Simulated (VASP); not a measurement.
# Sn (Immm) in VASP: a series of runs, part 2 of 2

VASP 6.6.1. Earlier steps stand in the parts before.

## (3) Single point, PBE

Contents of INCAR:

```
SYSTEM = Sn
ADDGRID = .FALSE.
ALGO = Normal
EDIFF = 1E-7
ENCUT = 450
GGA = PE
ISIF = 2
ISMEAR = -1
LASPH = .TRUE.
LCHARG = .FALSE.
LREAL = .FALSE.
LWAVE = .FALSE.
NELM = 100
PREC = Accurate
SIGMA = 0.2
```

Contents of KPOINTS:

```
k-points
0
G
  16 16 16
  0 0 0
```

Contents of POSCAR:

```
Sn
1.0
   -1.6810770000      1.7214010000      2.3373330000
    1.7271670000     -1.7623000000      2.4024190000
    1.7145940000      1.7948920000     -2.3683880000
Sn
1
Direct
    0.0245380000     -0.0183670000      0.0024320000
```

Potentials or basis: VASP PAW PBE potentials, release 64 (Sn).

Command:

```bash
> cat potpaw_PBE.64/Sn/POTCAR > POTCAR
> mpirun -np 1 vasp_std > vasp.out
```

OUTCAR:

```text
SYSTEM = Sn
   EDIFF = 1E-7
   ENCUT = 450
   GGA = PE
   ISIF = 2
   ISMEAR = -1
   LASPH = .TRUE.
   LREAL = .FALSE.
   NELM = 100
   PREC = Accurate

 Found   2052 irreducible k-points:

 Following reciprocal coordinates:
            Coordinates               Weight
  0.000000  0.000000  0.000000      1.000000
  0.062500  0.000000  0.000000      2.000000
  0.125000  0.000000  0.000000      2.000000
  0.187500  0.000000  0.000000      2.000000
  0.250000  0.000000  0.000000      2.000000
  0.312500  0.000000  0.000000      2.000000
   k-points           NKPTS =   2052   k-points in BZ     NKDIM =   2052   number of bands    NBANDS=      6
   number of dos      NEDOS =    301   number of ions     NIONS =      1
   total plane-waves  NPLWV =  13824
   dimension x,y,z NGX =    24 NGY =   24 NGZ =   24
   dimension x,y,z NGXF=    48 NGYF=   48 NGZF=   48
   ions per type =               1
   NGX,Y,Z   is equivalent  to a cutoff of  11.89, 11.59, 11.63 a.u.
   NGXF,Y,Z  is equivalent  to a cutoff of  23.79, 23.17, 23.26 a.u.
 SYSTEM =  Sn
   PREC   = accura    normal or accurate (medium, high low for compatibility)
   ISTART =      0    job   : 0-new  1-cont  2-samecut
   ICHARG =      2    charge: 1-file 2-atom 10-const
   ISPIN  =      1    spin polarized calculation?
   LNONCOLLINEAR =      F non collinear calculations
   LSORBIT =      F    spin-orbit coupling
   LASPH  =      T    aspherical Exc in radial PAW
   ENCUT  =  450.0 eV  33.07 Ry    5.75 a.u.   5.80  5.96  5.93*2*pi/ulx,y,z
   NELM   =    100;   NELMIN=  2; NELMDL= -5     # of ELM steps
   EDIFF  = 0.1E-06   stopping-criterion for ELM
   LREAL  =      F    real-space projection
   EDIFFG = 0.1E-05   stopping-criterion for IOM
   NSW    =      0    number of steps for IOM
   IBRION =     -1    ionic relax: 0-MD 1-quasi-New 2-CG
   NFREE  =      0    steps in history (QN), initial steepest desc. (CG)
   ISIF   =      2    stress and relaxation
   ISYM   =      2    0-nonsym 1-usesym 2-fastsym
   POTIM  = 0.5000    time-step for ionic-motion
   TEBEG  =    0.0;   TEEND  =   0.0 temperature during run
   PSTRESS=    0.0 pullay stress
   NELECT =       4.0000    total number of electrons
   NUPDOWN=      -1.0000    fix difference up-down
   EMIN   =  10.00;   EMAX   =-10.00  energy-range for DOS
   EFERMI =   0.00;   METHOD = LEGACY
   ISMEAR =    -1;   SIGMA  =   0.20  broadening in eV -4-tet -1-fermi 0-gaus
   EFERMI_NEDOS =   21; number of points for ismear=-14 and -15
   IALGO  =     38    algorithm
   IMIX   =      4    mixing-type and parameters
     AMIX     =   0.40;   BMIX     =  1.00
     AMIX_MAG =   1.60;   BMIX_MAG =  1.00
  volume/ion in A,a.u.               =      28.67       193.50
  Fermi-wavevector in a.u.,A,eV,Ry     =   0.849055  1.604482  9.808370  0.720895
  Thomas-Fermi vector in A             =   1.964816
   LORBIT       =      0    0 simple, 1 ext, 2 COOP (PROOUT), +10 PAW based schemes
   GGA     = PE    functional components
   LHFCALC =     F    Hartree Fock is set to
   AEXX    =    0.0000 exact exchange contribution
   IVDW    =     0    specifies the selected vdW correction
   LEPSILON=     F    determine dielectric tensor
   LRPA    =     F    only Hartree local field effects (RPA)
 non-spin polarized calculation
  energy-cutoff  :      450.00
  volume of cell :       28.67
 maximum number of plane-waves:       636
   NGX = 11   NGY = 11   NGZ = 11

 number of electron       4.0000000 magnetization

 Free energy of the ion-electron system (eV)
  ---------------------------------------------------
  ext. energy  EPLUGINS =         0.00000000
  ---------------------------------------------------
  free energy    TOTEN  =        -3.80902997 eV

  energy without entropy =       -3.73605090  energy(sigma->0) =       -3.77254044

 E-fermi :   4.9513     XC(G=0):  -9.9656

 val. band max:        4.9485260119   @ k =  -0.3125   0.3125   0.5000
 cond. band min:       4.9525898882   @ k =  -0.1875  -0.1250   0.4375
 fundamental gap:      0.0040638764
 Fermi energy:         4.9512678661

 k-point     1 :       0.0000    0.0000    0.0000
  band No.  band energies     occupation
      1      -5.8260      2.00000
      2      11.8357      0.00000
      3      12.2038      0.00000
      4      12.5678      0.00000
      5      15.5968      0.00000
      6      15.7614      0.00000

 k-point     2 :       0.0625    0.0000    0.0000
  band No.  band energies     occupation
      1      -5.7487      2.00000
      2      11.3999      0.00000
      3      11.7838      0.00000
      4      12.3252      0.00000
      5      15.0137      0.00000
      6      16.0174      0.00000
[... 28 lines left out ...]
 k-point     6 :       0.3125    0.0000    0.0000
  band No.  band energies     occupation
      1      -3.9122      2.00000
      2       4.1303      1.96755
      3      10.6907      0.00000
      4      10.8971      0.00000
      5      14.1827      0.00000
      6      15.6572      0.00000

 [... further k-points ...]

------------------------ aborting loop because EDIFF is reached ----------------------------------------

  FORCE on cell =-STRESS in cart. coord.  units (eV):
  Direction    XX          YY          ZZ          XY          YZ          ZX
  --------------------------------------------------------------------------------------
  -------------------------------------------------------------------------------------
  Total       -0.1477941     -0.2340286     -0.1798570     -0.0102862      0.0564650     -0.0563700
  in kB       -8.2583063    -13.0768455    -10.0498894     -0.5747611      3.1551040     -3.1497927
  external PRESSURE =     -10.4616804 kB  Pullay stress =       0.0000000 kB

 VOLUME and BASIS-vectors are now :
 -----------------------------------------------------------------------------
  energy-cutoff  :      450.00
  volume of cell :       28.67
      direct lattice vectors                 reciprocal lattice vectors
    -1.681077000  1.721401000  2.337333000    -0.004822354  0.286321943  0.213499049
     1.727167000 -1.762300000  2.402419000     0.288499269 -0.000911461  0.208168231
     1.714594000  1.794892000 -2.368388000     0.287885548  0.281643047 -0.000369160

 POSITION                                       TOTAL-FORCE (eV/Angst)
 -----------------------------------------------------------------------------------
      1.65836     -1.68333      2.40989        -0.000000      0.000000      0.000000
 -----------------------------------------------------------------------------------
    total drift:                               -0.000000      0.000000      0.000000

  FREE ENERGIE OF THE ION-ELECTRON SYSTEM (eV)
  ---------------------------------------------------
  free  energy   TOTEN  =        -3.8090299724 eV

  energy  without entropy=       -3.7360509050  energy(sigma->0) =       -3.77254044
```

OSZICAR:

```text
N       E                     dE             d eps       ncg     rms          rms(c)
DAV:   1     0.503488621594E+00    0.50349E+00   -0.13748E+03 24846   0.428E+02
DAV:   2    -0.377578458205E+01   -0.42793E+01   -0.40698E+01 33558   0.374E+01
DAV:   3    -0.382269421896E+01   -0.46910E-01   -0.46527E-01 29574   0.437E+00
DAV:   4    -0.382276305861E+01   -0.68840E-04   -0.68834E-04 34926   0.192E-01
DAV:   5    -0.382276316249E+01   -0.10387E-06   -0.10413E-06 30156   0.506E-03    0.129E+00
DAV:   6    -0.381443082278E+01    0.83323E-02   -0.21478E-03 29298   0.316E-01    0.754E-01
DAV:   7    -0.380895533324E+01    0.54755E-02   -0.61070E-03 26508   0.535E-01    0.529E-02
DAV:   8    -0.380902850102E+01   -0.73168E-04   -0.68154E-05 34170   0.657E-02    0.856E-03
DAV:   9    -0.380902997122E+01   -0.14702E-05   -0.25007E-06 30312   0.130E-02    0.316E-03
DAV:  10    -0.380902997243E+01   -0.12185E-08   -0.47604E-07 31080   0.450E-03
   1 F= -.38090300E+01 E0= -.37725404E+01  d E =-.729791E-01
```

stdout:

```text
POSCAR found type information on POSCAR Sn
 POSCAR found :  1 types and       1 ions
 scaLAPACK will be used
 LDA part: xc-table for (Slater+PW92), standard interpolation
 POSCAR, INCAR and KPOINTS ok, starting setup
 FFT: planning ... GRIDC
 FFT: planning ... GRID_SOFT
 FFT: planning ... GRID
 WAVECAR not read
 entering main loop
```

Run time: 68 s. Hardware: 1 thread of Intel Xeon 6975P-C (Granite Rapids), shared host; peak memory 0.41 GiB.

The run converged, but some of its settings lie outside the range that counts as converged, so its numbers aren't taken as properties of the crystal.

Results:

- Free energy: -3.8090 eV
- Pressure: -1.0 GPa
- Band gap on the k mesh: none (metal or under the smearing width)

## (4) Single point, PBE

INCAR: that of step 3 with these lines changed.

```diff
@@ -4,6 +4,6 @@
 EDIFF = 1E-7
-ENCUT = 450
+ENCUT = 900
 GGA = PE
 ISIF = 2
-ISMEAR = -1
+ISMEAR = 1
 LASPH = .TRUE.
```

Contents of KPOINTS:

```
k-points
0
G
  12 12 12
  0 0 0
```

Contents of POSCAR:

```
Sn
1.0
   -1.7265390000      1.7755470000      2.3383420000
    1.7265390000     -1.7755470000      2.3383420000
    1.7265390000      1.7755470000     -2.3383420000
Sn
1
Direct
    0.0000000000      0.0000000000      0.0000000000
```

Potentials or basis: VASP PAW PBE potentials, release 64 (Sn).

Command:

```bash
> cat potpaw_PBE.64/Sn/POTCAR > POTCAR
> mpirun -np 1 vasp_std > vasp.out
```

OUTCAR:

```text
SYSTEM = Sn
   EDIFF = 1E-7
   ENCUT = 900
   GGA = PE
   ISIF = 2
   ISMEAR = 1
   LASPH = .TRUE.
   LREAL = .FALSE.
   NELM = 100
   PREC = Accurate

 Found    280 irreducible k-points:

 Following reciprocal coordinates:
            Coordinates               Weight
  0.000000  0.000000  0.000000      1.000000
  0.083333  0.000000 -0.000000      4.000000
  0.166667  0.000000 -0.000000      4.000000
  0.250000  0.000000 -0.000000      4.000000
  0.333333  0.000000  0.000000      4.000000
  0.416667  0.000000 -0.000000      4.000000
   k-points           NKPTS =    280   k-points in BZ     NKDIM =    280   number of bands    NBANDS=      6
   number of dos      NEDOS =    301   number of ions     NIONS =      1
   total plane-waves  NPLWV =  46656
   dimension x,y,z NGX =    36 NGY =   36 NGZ =   36
   dimension x,y,z NGXF=    72 NGYF=   72 NGZF=   72
   ions per type =               1
   NGX,Y,Z   is equivalent  to a cutoff of  17.57, 17.57, 17.57 a.u.
   NGXF,Y,Z  is equivalent  to a cutoff of  35.14, 35.14, 35.14 a.u.
 SYSTEM =  Sn
   PREC   = accura    normal or accurate (medium, high low for compatibility)
   ISTART =      0    job   : 0-new  1-cont  2-samecut
   ICHARG =      2    charge: 1-file 2-atom 10-const
   ISPIN  =      1    spin polarized calculation?
   LNONCOLLINEAR =      F non collinear calculations
   LSORBIT =      F    spin-orbit coupling
   LASPH  =      T    aspherical Exc in radial PAW
[... 58 lines left out ...]

 k-point     1 :       0.0000    0.0000    0.0000
  band No.  band energies     occupation
      1      -5.8263      2.00000
      2      11.9799      0.00000
      3      12.1203      0.00000
      4      12.5293      0.00000
      5      15.5903      0.00000
      6      15.8003      0.00000
[... 37 lines left out ...]
 k-point     6 :       0.4167    0.0000   -0.0000
  band No.  band energies     occupation
      1      -2.6321      2.00000
      2       1.5361      2.00000
      3      10.3021      0.00000
      4      10.9920      0.00000
      5      14.4292      0.00000
      6      15.1057      0.00000

 [... further k-points ...]

------------------------ aborting loop because EDIFF is reached ----------------------------------------

  FORCE on cell =-STRESS in cart. coord.  units (eV):
  Direction    XX          YY          ZZ          XY          YZ          ZX
  --------------------------------------------------------------------------------------
  -------------------------------------------------------------------------------------
  Total       -0.1424863     -0.2755851     -0.2906634      0.0000000      0.0000000      0.0000000
  in kB       -7.9617256    -15.3989010    -16.2414322      0.0000000      0.0000000      0.0000000
  external PRESSURE =     -13.2006863 kB  Pullay stress =       0.0000000 kB

 VOLUME and BASIS-vectors are now :
 -----------------------------------------------------------------------------
  energy-cutoff  :      900.00
  volume of cell :       28.67
      direct lattice vectors                 reciprocal lattice vectors
    -1.726539000  1.775547000  2.338342000     0.000000000  0.281603359  0.213826720
     1.726539000 -1.775547000  2.338342000     0.289596702  0.000000000  0.213826720
     1.726539000  1.775547000 -2.338342000     0.289596702  0.281603359  0.000000000

 POSITION                                       TOTAL-FORCE (eV/Angst)
 -----------------------------------------------------------------------------------
      0.00000      0.00000      0.00000         0.000000      0.000000     -0.000000
 -----------------------------------------------------------------------------------
    total drift:                               -0.000000      0.000000      0.000000

  FREE ENERGIE OF THE ION-ELECTRON SYSTEM (eV)
  ---------------------------------------------------
  free  energy   TOTEN  =        -3.7642566435 eV

  energy  without entropy=       -3.7631973473  energy(sigma->0) =       -3.76390354
```

stdout:

```text
POSCAR found type information on POSCAR Sn
 POSCAR found :  1 types and       1 ions
 scaLAPACK will be used
 LDA part: xc-table for (Slater+PW92), standard interpolation
 POSCAR, INCAR and KPOINTS ok, starting setup
 FFT: planning ... GRIDC
 FFT: planning ... GRID_SOFT
 FFT: planning ... GRID
 WAVECAR not read
 entering main loop
```

It took 64 s on 1 thread of Intel Xeon 6975P-C (Granite Rapids), shared host; peak memory 0.31 GiB.

The run converged, but some of its settings lie outside the range that counts as converged, so its numbers aren't taken as properties of the crystal.

What came out:

```yaml
Free_energy: -3.7643 eV
Pressure: -1.3 GPa
Band_gap_on_the_k_mesh: none (metal or under the smearing width)
```

## (5) Single point, PBE

INCAR is that of step 4.

KPOINTS is that of step 4.

Contents of POSCAR:

```
Sn
1.0
   -1.6810770000      1.7214010000      2.3373330000
    1.7271670000     -1.7623000000      2.4024190000
    1.7145940000      1.7948920000     -2.3683880000
Sn
1
Direct
    0.0245380000     -0.0183670000      0.0024320000
```

Command:

```bash
> cat potpaw_PBE.64/Sn/POTCAR > POTCAR
> mpirun -np 1 vasp_std > vasp.out
```

Run time: 1.7 min. Hardware: 1 thread of Intel Xeon 6975P-C (Granite Rapids), shared host; peak memory 0.53 GiB.

These settings aren't checked as converged: the numbers below hold their error.

What came out:

| Item | Value |
| --- | --- |
| Free energy | -3.7646 eV |
| Pressure | -1.3 GPa |
| Band gap on the k mesh | none (metal or under the smearing width) |

## (6) For comparison

An earlier run on the cell as given: functional PBE; potentials or basis VASP PAW PBE potentials, release 64 (Sn_d); cutoff 520 eV; k mesh 11 × 11 × 11; occupations fermi-dirac, width 0.05 eV; no spin polarisation.

- Pressure: -1.1 GPa
- Band gap on the k mesh: none (metal or under the smearing width)
